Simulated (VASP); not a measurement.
Ga, 1 atom in the cell. Symmetry: I4/mmm, No. 139, tetragonal system. The conventional cell has a = 2.971 Å, b = 2.971 Å, c = 4.450 Å, α = 90.00°, β = 90.00°, γ = 90.00°. Ga (site symmetry 4/mmm) is surrounded by 12 Ga at 2.97 to 3.06 Å. This isn't the form of Ga at room conditions, which is orthorhombic. The cell isn't the ideal one: functional LDA, strained and moved within the space group.

| Quantity | Value |
| --- | --- |
| Program | VASP 6.6.1 |
| Task | single point |
| Functional | LDA |
| Potentials or basis | VASP PAW LDA potentials, release 64 (Ga_d) |
| Cutoff | 520 eV |
| k mesh | 20 × 20 × 20 |
| Occupations | gaussian, width 0.1 eV |
| Spin | no spin polarisation |
| Dipole correction | no |
| Further INCAR settings | ALGO = Fast; EDIFF = 1e-06; NBANDS = 12 |

Potentials or basis: VASP PAW LDA potentials, release 64 (Ga_d).

The run is started by

```bash
$ cat potpaw_LDA.64/Ga_d/POTCAR > POTCAR
$ mpirun -np 1 vasp_std > vasp.out
```

Hardware: 1 thread of Intel(R) Xeon(R) 6975P-C (Granite Rapids), with other jobs on the host.

Q: Estimate the wall time of this run.

A: Wall time 37 s on 1 thread of Intel(R) Xeon(R) 6975P-C (Granite Rapids), with other jobs on the host, peak memory 0.24 GiB. Counts: scf iterations 11, k points 641.
